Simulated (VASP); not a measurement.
# Cs in VASP: a series of runs, part 2 of 2

VASP 6.6.1. The steps go on from the part before.

### 3 Single point, PBE+D4, collinear spin, ferromagnetic start

The input, INCAR:

```
ALGO = Normal
EDIFF = 1E-7
ENCUT = 400
GGA = PE
ISIF = 2
ISMEAR = 0
ISPIN = 2
ISYM = 0
IVDW = 13
LASPH = T
LCHARG = F
LORBIT = 11
LREAL = F
LWAVE = F
MAGMOM = 0.5
NBANDS = 14
NELM = 80
NUPDOWN = 1
PREC = Accurate
SIGMA = 0.01
```

The input, KPOINTS:

```
k-points
0
Gamma
  1 1 1
```

The input, POSCAR:

```
Cs                                      
1.0
   10.5000000000      0.0000000000      0.0000000000
    0.0000000000     11.0000000000      0.0000000000
    0.0000000000      0.0000000000     11.5000000000
  Cs            
     1
Selective dynamics
Direct
     0.5000000000000000    0.5045454544999970    0.5000000000000000   F   F   F
```

Potentials or basis: VASP PAW PBE potentials, release 64 (Cs_sv).

Run with:

```sh
> cat potpaw_PBE.64/Cs_sv/POTCAR > POTCAR
> mpirun -np 4 vasp_gam > vasp.out
```

OUTCAR:

```text
EDIFF = 1E-7
   ENCUT = 400
   GGA = PE
   ISIF = 2
   ISMEAR = 0
   ISPIN = 2
   ISYM = 0
   IVDW = 13
   LASPH = T
   LORBIT = 11
   LREAL = F
   NELM = 80
   NUPDOWN = 1
   PREC = Accurate

 ion  position               nearest neighbor table
   1  0.500  0.505  0.500-

IMPORTANT INFORMATION: All symmetrisations will be switched off!
NOSYMM: (Re-)initialisation of all symmetry stuff for point group C_1.

----------------------------------------------------------------------------------------

                                     Primitive cell

  volume of cell :    1328.2500

  direct lattice vectors                    reciprocal lattice vectors
    10.500000000  0.000000000  0.000000000     0.095238095  0.000000000  0.000000000
     0.000000000 11.000000000  0.000000000     0.000000000  0.090909091  0.000000000
     0.000000000  0.000000000 11.500000000     0.000000000  0.000000000  0.086956522

  length of vectors
    10.500000000 11.000000000 11.500000000     0.095238095  0.090909091  0.086956522

  position of ions in fractional coordinates (direct lattice)
     0.500000000  0.504545454  0.500000000

  ion indices of the primitive-cell ions
   primitive index   ion index
                 1           1

----------------------------------------------------------------------------------------

 KPOINTS: k-points

Automatic generation of k-mesh.
 Grid dimensions read from file:
 generate k-points for:    1    1    1

 Generating k-lattice:

  Cartesian coordinates                     Fractional coordinates (reciprocal lattice)
     0.095238095  0.000000000  0.000000000     1.000000000  0.000000000  0.000000000
     0.000000000  0.090909091  0.000000000     0.000000000  1.000000000  0.000000000
     0.000000000  0.000000000  0.086956522     0.000000000  0.000000000  1.000000000

  Length of vectors
     0.095238095  0.090909091  0.086956522

  Shift w.r.t. Gamma in fractional coordinates (k-lattice)
     0.000000000  0.000000000  0.000000000

 Subroutine IBZKPT returns following result:
 ===========================================

 Found      1 irreducible k-points:

 Following reciprocal coordinates:
            Coordinates               Weight
  0.000000  0.000000  0.000000      1.000000
   k-points           NKPTS =      1   k-points in BZ     NKDIM =      1   number of bands    NBANDS=     16
   number of dos      NEDOS =    301   number of ions     NIONS =      1
   total plane-waves  NPLWV = 403200
   dimension x,y,z NGX =    70 NGY =   72 NGZ =   80
   dimension x,y,z NGXF=   140 NGYF=  144 NGZF=  160
   ions per type =               1
   NGX,Y,Z   is equivalent  to a cutoff of  11.08, 10.88, 11.56 a.u.
   NGXF,Y,Z  is equivalent  to a cutoff of  22.17, 21.76, 23.13 a.u.
 SYSTEM =  unknown system
   PREC   = accura    normal or accurate (medium, high low for compatibility)
   ISTART =      0    job   : 0-new  1-cont  2-samecut
   ICHARG =      2    charge: 1-file 2-atom 10-const
   ISPIN  =      2    spin polarized calculation?
   LNONCOLLINEAR =      F non collinear calculations
   LSORBIT =      F    spin-orbit coupling
   LASPH  =      T    aspherical Exc in radial PAW
   ENCUT  =  400.0 eV  29.40 Ry    5.42 a.u.  17.12 17.94 18.75*2*pi/ulx,y,z
   NELM   =     80;   NELMIN=  2; NELMDL= -5     # of ELM steps
   EDIFF  = 0.1E-06   stopping-criterion for ELM
   LREAL  =      F    real-space projection
   EDIFFG = 0.1E-05   stopping-criterion for IOM
   NSW    =      0    number of steps for IOM
   IBRION =     -1    ionic relax: 0-MD 1-quasi-New 2-CG
   NFREE  =      0    steps in history (QN), initial steepest desc. (CG)
   ISIF   =      2    stress and relaxation
   ISYM   =      0    0-nonsym 1-usesym 2-fastsym
   POTIM  = 0.5000    time-step for ionic-motion
   TEBEG  =    0.0;   TEEND  =   0.0 temperature during run
   PSTRESS=    0.0 pullay stress
   NELECT =       9.0000    total number of electrons
   NUPDOWN=       1.0000    fix difference up-down
   EMIN   =  10.00;   EMAX   =-10.00  energy-range for DOS
   EFERMI =   0.00;   METHOD = LEGACY
   ISMEAR =     0;   SIGMA  =   0.01  broadening in eV -4-tet -1-fermi 0-gaus
   EFERMI_NEDOS =   21; number of points for ismear=-14 and -15
   IALGO  =     38    algorithm
   IMIX   =      4    mixing-type and parameters
     AMIX     =   0.40;   BMIX     =  1.00
     AMIX_MAG =   1.60;   BMIX_MAG =  1.00
  volume/ion in A,a.u.               =    1328.25      8963.47
  Fermi-wavevector in a.u.,A,eV,Ry     =   0.309786  0.585411  1.305719  0.095968
  Thomas-Fermi vector in A             =   1.186821
   LORBIT       =     11    0 simple, 1 ext, 2 COOP (PROOUT), +10 PAW based schemes
   GGA     = PE    functional components
   LHFCALC =     F    Hartree Fock is set to
   AEXX    =    0.0000 exact exchange contribution
   IVDW    =    13    specifies the selected vdW correction
   LEPSILON=     F    determine dielectric tensor
   LRPA    =     F    only Hartree local field effects (RPA)
 spin polarized calculation
 Gauss-broadening in eV      SIGMA  =   0.01
  energy-cutoff  :      400.00
  volume of cell :     1328.25
 maximum number of plane-waves:     12033
 NGX is ok and might be reduce to    70
   NGX = 35   NGY = 35   NGZ = 37

 number of electron       9.0000000 magnetization       1.0000001

 Free energy of the ion-electron system (eV)
  ---------------------------------------------------
  ext. energy  EPLUGINS =         0.00000000
  ---------------------------------------------------
  free energy    TOTEN  =        -0.20539655 eV

  energy without entropy =       -0.20539655  energy(sigma->0) =       -0.20539655

 E-fermi : -13.1468     XC(G=0):  -0.9378

 val. band max:       -2.0787729402   @ k =   0.0000   0.0000   0.0000
 cond. band min:      -1.3159888402   @ k =   0.0000   0.0000   0.0000
 fundamental gap:      0.7627841000
 Fermi energy:        -2.0275534749

 spin component 1

 k-point     1 :       0.0000    0.0000    0.0000
  band No.  band energies     occupation
      1     -26.5334      1.00000
      2     -13.3425      1.00000
      3     -13.3402      1.00000
      4     -13.3368      1.00000
      5      -2.0788      1.00000
      6      -0.4655      0.00000
[... 8 lines left out ...]
     15       0.9463      0.00000
     16       1.0489      0.00000
 Fermi energy:       -13.1468365533

 spin component 2

 k-point     1 :       0.0000    0.0000    0.0000
  band No.  band energies     occupation
      1     -26.4940      1.00000
      2     -13.2622      1.00000
      3     -13.2592      1.00000
      4     -13.2546      1.00000
      5      -1.3160      0.00000
      6       0.3322      0.00000
[... 8 lines left out ...]
     15       2.0260      0.00000
     16       2.0754      0.00000

------------------------ aborting loop because EDIFF is reached ----------------------------------------

  DFT-D4 for vdW energy calculation

  Edisp (eV):   -0.02520

  FORCE on cell =-STRESS in cart. coord.  units (eV):
  Direction    XX          YY          ZZ          XY          YZ          ZX
  --------------------------------------------------------------------------------------
  -------------------------------------------------------------------------------------
  Total      -0.31809    -0.23740    -0.17980     0.00000     0.00000     0.00000
  in kB      -0.38369    -0.28636    -0.21688     0.00000     0.00000     0.00000
  external pressure =       -0.30 kB  Pullay stress =        0.00 kB

 VOLUME and BASIS-vectors are now :
 -----------------------------------------------------------------------------
  energy-cutoff  :      400.00
  volume of cell :     1328.25
      direct lattice vectors                 reciprocal lattice vectors
    10.500000000  0.000000000  0.000000000     0.095238095  0.000000000  0.000000000
     0.000000000 11.000000000  0.000000000     0.000000000  0.090909091  0.000000000
     0.000000000  0.000000000 11.500000000     0.000000000  0.000000000  0.086956522

 POSITION                                       TOTAL-FORCE (eV/Angst)
 -----------------------------------------------------------------------------------
      5.25000      5.55000      5.75000         0.000000      0.000356     -0.000028
 -----------------------------------------------------------------------------------
    total drift:                                0.000000      0.000356     -0.000028

  FREE ENERGIE OF THE ION-ELECTRON SYSTEM (eV)
  ---------------------------------------------------
  free  energy   TOTEN  =        -0.2305952075 eV

  energy  without entropy=       -0.2305952075  energy(sigma->0) =       -0.23059521

 total charge

# of ion       s       p       d       tot
------------------------------------------
    1        1.866   4.678   0.000   6.544

 magnetization (x)

# of ion       s       p       d       tot
------------------------------------------
    1        0.033  -0.015   0.000   0.018
```

OSZICAR:

```text
N       E                     dE             d eps       ncg     rms          rms(c)
DAV:   1     0.885563754191E+02    0.88556E+02   -0.14469E+03    72   0.209E+02
DAV:   2     0.255074689954E+02   -0.63049E+02   -0.61344E+02   112   0.448E+01
[... 25 lines left out ...]
DAV:  28    -0.205393601202E+00   -0.31137E-05   -0.13880E-06    72   0.369E-03    0.838E-06
DAV:  29    -0.205395688614E+00   -0.20874E-05   -0.73778E-07    72   0.243E-03    0.461E-06
DAV:  30    -0.205396261510E+00   -0.57290E-06   -0.29306E-07    80   0.154E-03    0.261E-06
DAV:  31    -0.205396435413E+00   -0.17390E-06   -0.61678E-08    64   0.639E-04    0.160E-06
DAV:  32    -0.205396575449E+00   -0.14004E-06   -0.16946E-08    64   0.375E-04    0.132E-06
DAV:  33    -0.205396552326E+00    0.23123E-07   -0.33797E-09    72   0.185E-04
   1 F= -.23059521E+00 E0= -.23059521E+00  d E =-.114016E-13  mag=     1.0000
```

It took 53 s on 4 MPI ranks of Intel Xeon 6975P-C (Granite Rapids), shared host; peak memory 0.36 GiB.

Results:

- Free energy: -0.2306 eV
- Net moment: 1.00 μB per cell
- Valence electrons inside the program's atomic spheres: Cs 6.54
- Dispersion energy per atom: -0.025 eV

Caveat: the total moment is fixed, so each spin has its own Fermi level. The run has no spin-orbit coupling, so splittings on Cs are missing.

### 4 Single point, PBE+D3(BJ), collinear spin, ferromagnetic start

INCAR, as its differences from that of step 3:

```diff
@@ -2,3 +2,3 @@
 EDIFF = 1E-7
-ENCUT = 400
+ENCUT = 520
 GGA = PE
@@ -8,3 +8,3 @@
 ISYM = 0
-IVDW = 13
+IVDW = 12
 LASPH = T
```

KPOINTS is that of step 3.

POSCAR is that of step 3.

Run with:

```sh
> cat potpaw_PBE.64/Cs_sv/POTCAR > POTCAR
> mpirun -np 4 vasp_gam > vasp.out
```

It took 83 s on 4 MPI ranks of Intel Xeon 6975P-C (Granite Rapids), shared host; peak memory 0.51 GiB.

It converged, with:

```
Free energy                                           : -0.2252 eV
Net moment                                            : 1.00 μB per cell
Valence electrons inside the program's atomic spheres : Cs 6.53
Dispersion energy per atom                            : -0.020 eV
```

Caveat: the total moment is fixed, so each spin has its own Fermi level.

### 5 The runs side by side

```csv
level,cutoff (eV),moment (μB)
PBE+D3,400,1.00
PBE+D4,400,1.00
PBE+D3(BJ),520,1.00
```

Alike in all rows: task single point; potentials or basis VASP PAW PBE potentials, release 64 (Cs_sv); spin collinear, ferromagnetic start; fixed moment (μB) 1; cell as given; k mesh 1 × 1 × 1; smearing gaussian 0.01 eV.

Caveats: the total moment is fixed, so each spin has its own Fermi level.

Absolute energies hang on the potentials; compare differences alone.
